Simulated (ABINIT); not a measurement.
Crystal: Au.

```xyz
1
Lattice="0.0000 2.0350 2.0350 2.0350 0.0000 2.0350 2.0350 2.0350 0.0000" Properties=species:S:1:pos:R:3 pbc="T T T"
Au    0.0000    0.0000    0.0000
```

```yaml
Program: ABINIT 10.8.3 (patched build)
Task: relaxation of cell and atoms
Functional: PBE
Potentials_or_basis: PseudoDojo NC SR PBE v0.4.1 standard
Cutoff: 1034 eV
k_mesh: 8 × 8 × 8
Occupations: fermi-dirac, width 0.05 eV
Spin: no spin polarisation
```

At the start: pressure 11.4 GPa; volume 16.85 Å³/atom.

How do energy, volume and symmetry change on relaxing?

Over 5 steps the energy falls by 38.2 meV/atom and the volume is 18.02 Å³/atom (+6.9 %); space group Fm-3m (No. 225, to 0.05 Å).

Step by step:
```
step  energy change (eV)  largest force (eV/Å)  pressure (GPa)  volume (Å³)
   1              0.0000                0.0000           11.36        16.85
   2             -0.0297                0.0000            4.95        17.45
   3             -0.0381                0.0000            0.58        17.94
   4             -0.0382                0.0000            0.04        18.01
   5             -0.0382                0.0000            0.00        18.02
```

Final structure:
```
Au
1.0
     0.00000    2.08075    2.08075
     2.08075    0.00000    2.08075
     2.08075    2.08075    0.00000
Au
1
Direct
  0.00000 0.00000 0.00000
```
